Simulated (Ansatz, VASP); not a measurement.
**AlRu: VASP beside Ansatz**

```
Ru Al
1.0
     2.93053    0.00000    0.00000
     0.00000    2.93053    0.00000
     0.00000    0.00000    2.93053
Ru Al
1 1
Direct
  0.50000 0.50000 0.50000
  0.00000 0.00000 0.00000
```

Change from the starting cell: volume scaled by 0.94.

Alike in both runs: task single point; functional PBE; k mesh 9 × 9 × 9; occupations fermi-dirac, width 0.05 eV; no spin polarisation.

|  | VASP | Ansatz |
| --- | --- | --- |
| version | VASP 6.6.1 | Ansatz 0.2.0 |
| potentials or method | VASP PAW PBE potentials, release 64 (Ru_pv, Al) | Ansatz PAW |
| plane-wave cutoff (eV) | 520 | 420 |
| valence electrons in the cell | 17 | 19 |

```tsv
	VASP	Ansatz	Ansatz less VASP
gap on the k mesh at the Fermi level (eV)	none	none	-
pressure (GPa)	17.8	17.8	0.00
```

A gap of «none» marks a metal or a gap that the smearing closes. The two sets of potentials don't hold the same shells in valence.
